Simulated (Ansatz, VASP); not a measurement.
## Two plane-wave programs on V

```xyz
2
Lattice="2.7002 0.0000 0.0000 -1.3501 2.3384 0.0000 0.0000 0.0000 4.8271" Properties=species:S:1:pos:R:3 pbc="T T T"
V     0.0000    1.5590    1.2068
V     1.3501    0.7795    3.6203
```

Alike in both runs: task single point; functional revPBE; k mesh 15 × 15 × 8; occupations fermi-dirac, width 0.1 eV; no spin polarisation.

|  | VASP | Ansatz |
| --- | --- | --- |
| version | VASP 6.6.1 | Ansatz 0.2.0 |
| potentials or method | VASP PAW PBE potentials, release 64 (V_sv) | plane waves (420 eV) with PAW, scalar-relativistic |
| plane-wave cutoff (eV) | 520 | 420 |
| valence electrons in the cell | 26 | 26 |

```tsv
	VASP	Ansatz	Ansatz less VASP
pressure (GPa)	-10.6	-10.8	-0.20
largest component of the traceless stress (GPa)	0.18	0.20	+0.013
```

Caveats: the PAW data sets were made with another functional, which shifts forces and pressure a little (VASP).
